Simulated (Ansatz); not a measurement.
## SiO₂: experiment and calculation

**Measured values to compare with.**

From a printed reference work, monograph, for a bulk crystal of SiO2: lattice constant a 4.97 Å.

The runs below are set against these values where they give the same quantity.

The calculation used DFT PBE, scalar-relativistic, plane waves, PAW (Ansatz 0.2.0).

Plane waves to 420 eV, a k mesh through Γ of 6×6×4 on the computed 12-atom cell and Gaussian smearing (0.02 eV); no spin polarisation.

Relaxed structure, symmetry kept:

```cif
data_structure
_symmetry_space_group_name_H-M 'P4_12_12'
_symmetry_Int_Tables_number 92
_cell_length_a 5.0837
_cell_length_b 5.0837
_cell_length_c 7.1009
_cell_angle_alpha 90.000
_cell_angle_beta 90.000
_cell_angle_gamma 90.000
_cell_volume 183.52
loop_
_atom_site_label
_atom_site_type_symbol
_atom_site_symmetry_multiplicity
_atom_site_Wyckoff_symbol
_atom_site_fract_x
_atom_site_fract_y
_atom_site_fract_z
_atom_site_occupancy
Si1 Si 4 a 0.29386 0.29386 0.00000 1
O1 O 8 b 0.24118 0.09345 0.17423 1
```

| Quantity | Value |
| --- | --- |
| Space group | P4_12_12 (No. 92) |
| Volume per atom | 15.29 Å³ |
| Formation energy from the elements' standard states (uncorrected) | -2.783 eV/atom |
| Kohn–Sham band gap | 5.51 eV |
| Löwdin character of the top 1 eV of the valence band | O 2p 97 % |
| Löwdin character of the lowest 1 eV of the conduction band | Si 3s 41 %, O 2s 20 %, Si 3p 16 %, unprojected 18 % |

Against the measured lattice constant a of SiO2, 4.97 Å (a printed reference work, monograph), the calculated 5.084 Å is off by +2.3 %. The measured value has few digits, which limits the comparison. The calculation is for 0 K without zero-point motion.

This form isn't the usual stable structure of the compound, though it has been observed.